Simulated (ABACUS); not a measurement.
# TePb (Pm-3m) in ABACUS: reference runs

How does TePb come out in PBE? The cell is run as given and disturbed.

Everything below comes from runs of ABACUS 3.10.1. Logs are shortened: lines on timing, memory, paths and dates and some standing lists are left out, and cuts for length are marked.

## 1. Starting point

Symmetry: Pm-3m, No. 221, cubic system. Conventional cell: a = 4.002 Å, b = 4.002 Å, c = 4.002 Å, α = 90.00°, β = 90.00°, γ = 90.00°. Pb (site symmetry m-3m) has 8 Te at 3.47 Å as nearest neighbours. Around Te (site symmetry m-3m) lie 8 Pb at 3.47 Å.

Measurements of this composition are mostly on another form, of space group No. 225.

## 2. Single point, PBE

File INPUT:

```
INPUT_PARAMETERS
suffix              TePb
calculation         scf
basis_type          pw
pseudo_dir          ./
symmetry            1
dft_functional      pbe
ecutwfc             83
pseudo_rcut         10
nspin               1
nbands              19
ks_solver           dav
smearing_method     fd
smearing_sigma      0.00367493
scf_thr             1e-08
scf_nmax            100
mixing_type         broyden
mixing_beta         0.7
cal_force           1
cal_stress          1
kpar                4
```

File STRU:

```
ATOMIC_SPECIES
Pb 207.2000 Pb.upf
Te 127.6000 Te.upf

LATTICE_CONSTANT
1.8897261246

LATTICE_VECTORS
4.0022870000 0.0000000000 0.0000000000
0.0000000000 4.0022870000 0.0000000000
0.0000000000 0.0000000000 4.0022870000

ATOMIC_POSITIONS
Direct

Pb
0.0
1
0.0000000000 0.0000000000 0.0000000000 1 1 1

Te
0.0
1
0.5000000000 0.5000000000 0.5000000000 1 1 1
```

File KPT:

```
K_POINTS
0
Gamma
7 7 7 0 0 0
```

Potentials or basis: PseudoDojo NC SR 0.4.1 PBE standard, plane waves.

Run with:

```bash
$ OMP_NUM_THREADS=1 mpirun -np 4 abacus > log
```

running log:

```text
ABACUS v3.10.1

               Atomic-orbital Based Ab-initio Computation at UStc

 ------------------------------------------------------------------------------------

 READING GENERAL INFORMATION
                           global_out_dir = OUT.TePb/
                           global_in_card = INPUT
                               pseudo_dir = ./
                              orbital_dir =
                                    DSIZE = 4
                                    GSIZE = 1
[... 5 lines left out ...]

 READING ATOM TYPE 1
                               atom label = Pb
                      L=0, number of zeta = 1
                      L=1, number of zeta = 1
                      L=2, number of zeta = 1
             number of atom for this type = 1

 READING ATOM TYPE 2
                               atom label = Te
                      L=0, number of zeta = 1
                      L=1, number of zeta = 1
                      L=2, number of zeta = 1
             number of atom for this type = 1

                        TOTAL ATOM NUMBER = 2
DIRECT COORDINATES
    atom                   x                   y                   z     mag                  vx                  vy                  vz
taud_Pb1            0.0000000000        0.0000000000        0.0000000000  0.0000        0.0000000000        0.0000000000        0.0000000000
taud_Te1            0.5000000000        0.5000000000        0.5000000000  0.0000        0.0000000000        0.0000000000        0.0000000000

                          Volume (Bohr^3) = 432.635
                             Volume (A^3) = 64.1098

 Lattice vectors: (Cartesian coordinate: in unit of a_0)
             +4.00229                  +0                  +0
                   +0            +4.00229                  +0
                   +0                  +0            +4.00229
 Reciprocal vectors: (Cartesian coordinate: in unit of 2 pi/a_0)
            +0.249857                  -0                  +0
                   -0           +0.249857                  -0
                   +0                  -0           +0.249857
 The esolver type has been set to : ksdft_pw

                PAO radial cut off (Bohr) = 10

 Read in pseudopotential file is Pb.upf
                     pseudopotential type = NC
          exchange-correlation functional = PBE
                 nonlocal core correction = 1
                        valence electrons = 14
                                     lmax = 2
                           number of zeta = 3
[... 7 lines left out ...]
                PAO radial cut off (Bohr) = 10

 Read in pseudopotential file is Te.upf
                     pseudopotential type = NC
          exchange-correlation functional = PBE
                 nonlocal core correction = 1
                        valence electrons = 16
                                     lmax = 2
                           number of zeta = 3
[... 5 lines left out ...]
                           L of projector = 2
                           L of projector = 2
     initial pseudo atomic orbital number = 18

 SETUP THE ELECTRONS NUMBER
            electron number of element Pb = 14
      total electron number of element Pb = 14
            electron number of element Te = 16
      total electron number of element Te = 16
            AUTOSET number of electrons:  = 30
                           occupied bands = 15
                                   NBANDS = 19
                                   NLOCAL = 18

%%%%%%%%%%%%%%%%%%%%%%%%%%%%%%%%%%%%%%%%%%%%%%%%%%%%%%%%%%%%%%%%%%%%%%%%%%%%%%%%%%%%%%%%%%%%%%%%%%%%%%%%%%
 Warning: the number of valence electrons in pseudopotential > 4 for Pb: [Xe] 4f14 5d10 6s2 6p2
 Warning: the number of valence electrons in pseudopotential > 6 for Te: [Kr] 4d10 5s2 5p4
 Pseudopotentials with additional electrons can yield (more) accurate outcomes, but may be less efficient.
 If you're confident that your chosen pseudopotential is appropriate, you can safely ignore this warning.
%%%%%%%%%%%%%%%%%%%%%%%%%%%%%%%%%%%%%%%%%%%%%%%%%%%%%%%%%%%%%%%%%%%%%%%%%%%%%%%%%%%%%%%%%%%%%%%%%%%%%%%%%%

 SETUP THE PLANE WAVE BASIS
 energy cutoff for charge/potential (unit:Ry) = 332
            fft grid for charge/potential = [ 45, 45, 45 ]
                        fft grid division = [ 1, 1, 1 ]
        big fft grid for charge/potential = [ 45, 45, 45 ]
                                     nbxx = 91125
                                     nrxx = 91125

 SETUP PLANE WAVES FOR CHARGE/POTENTIAL
                    number of plane waves = 44059
                         number of sticks = 1505

 PARALLEL PW FOR CHARGE/POTENTIAL
     PROC   COLUMNS(POT)             PW
        1           1505          44059
 --------------- sum -------------------
        1           1505          44059
                            number of |g| = 403
                                  max |g| = 30.0282
                                  min |g| = 0

----------- Double Check Mixing Parameters Begin ------------
mixing_type: broyden
[... 29 lines left out ...]
              PURE POINT GROUP OPERATIONS = 48
                   SPACE GROUP OPERATIONS = 48
                              POINT GROUP = O_h
               POINT GROUP IN SPACE GROUP = O_h

 SETUP K-POINTS
                                    nspin = 1
                   Input type of k points = Monkhorst-Pack(Gamma)
                                   nkstot = 343
                       right hand lattice = 1
(for reciprocal lattice: )
                             BRAVAIS TYPE = 1
                     BRAVAIS LATTICE NAME = 01. Cubic P (simple)
                                    ibrav = 1
                       right hand lattice = 1
(for k-lattice: )
                             BRAVAIS TYPE = 1
                     BRAVAIS LATTICE NAME = 01. Cubic P (simple)
                                    ibrav = 1
                       right hand lattice = 1
                        ROTATION MATRICES = 48
                               nkstot_ibz = 20
K-POINTS REDUCTION ACCORDING TO SYMMETRY
     IBZ    DIRECT_X    DIRECT_Y    DIRECT_Z  WEIGHT  ibz2bz
       1  0.00000000  0.00000000  0.00000000  0.0029       0
       2  0.14285714  0.00000000  0.00000000  0.0175       1
       3  0.28571429  0.00000000  0.00000000  0.0175       2
       4  0.42857143  0.00000000  0.00000000  0.0175       3
       5  0.14285714  0.14285714  0.00000000  0.0350       8
       6  0.28571429  0.14285714  0.00000000  0.0700       9
[... 12 lines left out ...]
      19  0.42857143  0.28571429  0.42857143  0.0700     122
      20  0.42857143  0.42857143  0.42857143  0.0233     171

                               nkstot now = 20
[... K-POINTS DIRECT COORDINATES: 20 rows ...]

           k-point number in this process = 5
       minimum distributed K point number = 5
[... stars of the k points ...]

[... K-POINTS CARTESIAN COORDINATES: 5 rows ...]

[... K-POINTS DIRECT COORDINATES: 5 rows ...]

 SETUP PLANE WAVES FOR WAVE FUNCTIONS
     energy cutoff for wavefunc (unit:Ry) = 83
              fft grid for wave functions = [ 45, 45, 45 ]
                    number of plane waves = 6187
                         number of sticks = 405

 PARALLEL PW FOR WAVE FUNCTIONS
     PROC   COLUMNS(POT)             PW
        1            405           6187
 --------------- sum -------------------
        1            405           6187

 SETUP NONLOCAL PSEUDOPOTENTIALS IN PLANE WAVE BASIS
 Pb non-local projectors:
 projector 1 L=0
 projector 2 L=0
 projector 3 L=1
 projector 4 L=1
 projector 5 L=2
 projector 6 L=2
 Te non-local projectors:
 projector 1 L=0
 projector 2 L=0
 projector 3 L=1
 projector 4 L=1
 projector 5 L=2
 projector 6 L=2
      TOTAL NUMBER OF NONLOCAL PROJECTORS = 36

 Init Non-Local PseudoPotential table :
 Init Non-Local-Pseudopotential done.

                                     npwx = 5530

 Make real space PAO into reciprocal space.
       max mesh points in Pseudopotential = 1001
     dq(describe PAO in reciprocal space) = 0.01
                                    max q = 1098

 number of pseudo atomic orbitals for Pb is 3
WARNING: norm of atomic wavefunction # 3 of atomic type Pb is 0.999464, renormalized

 number of pseudo atomic orbitals for Te is 3
WARNING: norm of atomic wavefunction # 3 of atomic type Te is 0.999974, renormalized

 -------------------------------------------
 SELF-CONSISTENT
 -------------------------------------------
                                 init_chg = atomic

 PW ALGORITHM --------------- ION=   1  ELEC=   1--------------------------------

 Notice: Threshold on eigenvalues was too large.
 hsover_error=0.3 > DRHO=0.0549383
 Origin diag ethr = 0.01
 New diag ethr = 0.000183128

 Density error is 0.0537112997832
                          Error Threshold = 0.000183127745299
----------------------------------------------------------
     Energy           Rydberg                 eV
----------------------------------------------------------
 E_KohnSham     -350.4935132938      -4768.7088928351
 E_Harris       -350.0832786838      -4763.1273646222
 E_Fermi        0.7114823022         9.6802133365
----------------------------------------------------------
[... 75 lines left out ...]
 Density error is 1.37819388555e-09
                          Error Threshold = 8.04405738136e-11
----------------------------------------------------------
     Energy           Rydberg                 eV
----------------------------------------------------------
 E_KohnSham     -350.5089399879      -4768.9187837749
 E_KS(sigma->0) -350.5084425368      -4768.9120156054
 E_Harris       -350.5090934310      -4768.9208714761
 E_band         -20.9159087257       -284.5755375181
 E_one_elec     -120.3266887588      -1637.1285885924
 E_Hartree      76.0959857279        1035.3390008264
 E_xc           -89.2103833183       -1213.7695338929
 E_Ewald        -217.0668587365      -2953.3461257770
 E_entropy(-TS) -0.0009949022        -0.0135363389
 E_descf        0.0000000000         0.0000000000
 E_exx          0.0000000000         0.0000000000
 E_Fermi        0.7333501757         9.9777410186
----------------------------------------------------------

 charge density convergence is achieved
 final etot is -4768.9187838 eV
 EFERMI = 9.9777410186 eV

 STATE ENERGY(eV) AND OCCUPATIONS    NSPIN == 1
 1/5 kpoint (Cartesian) = 0.0000 0.0000 0.0000 (5497 pws)
       1       -26.3560     0.00583090
       2       -26.3560     0.00583090
       3       -26.3534     0.00583090
       4       -26.3534     0.00583090
       5       -26.3534     0.00583090
       6       -7.16775     0.00583090
[... 95 lines left out ...]
      18        14.5657    9.87023e-42
      19        14.8574    2.89047e-44

------------------------------------------------------------------------------------------
 TOTAL-FORCE (eV/Angstrom)
------------------------------------------------------------------------------------------
                       Pb1         0.0000000000         0.0000000000         0.0000000000
                       Te1         0.0000000000         0.0000000000         0.0000000000
------------------------------------------------------------------------------------------

----------------------------------------------------------------
 TOTAL-STRESS (KBAR)
----------------------------------------------------------------
         0.0494339527         0.0000000000        -0.0000000000
         0.0000000000         0.0494339527        -0.0000000000
        -0.0000000000        -0.0000000000         0.0494339527
----------------------------------------------------------------
 TOTAL-PRESSURE: 0.049434 KBAR

 --------------------------------------------
 !FINAL_ETOT_IS -4768.9187837748713719 eV
 --------------------------------------------
```

It took 6.6 s on 4 MPI ranks of Intel Xeon Platinum 8488C (Sapphire Rapids), shared host; peak memory 0.44 GiB.

Results:

| Item | Value |
| --- | --- |
| Free energy | -4768.9188 eV |
| Pressure | 0.0 GPa |
| Band gap on the k mesh | none (metal or under the smearing width) |

Levels at points of the mesh, in eV from the Fermi level:
| k point | band 13 | band 14 | band 15 | band 16 | band 17 | band 18 |
| --- | --- | --- | --- | --- | --- | --- |
| (0.00, 0.00, 0.00) | -1.56 | -1.56 | -1.56 | 4.03 | 4.03 | 5.23 |

Spin-orbit coupling is left out, which matters for the levels of Pb, Te.

(Continued in part 2 of 2.)
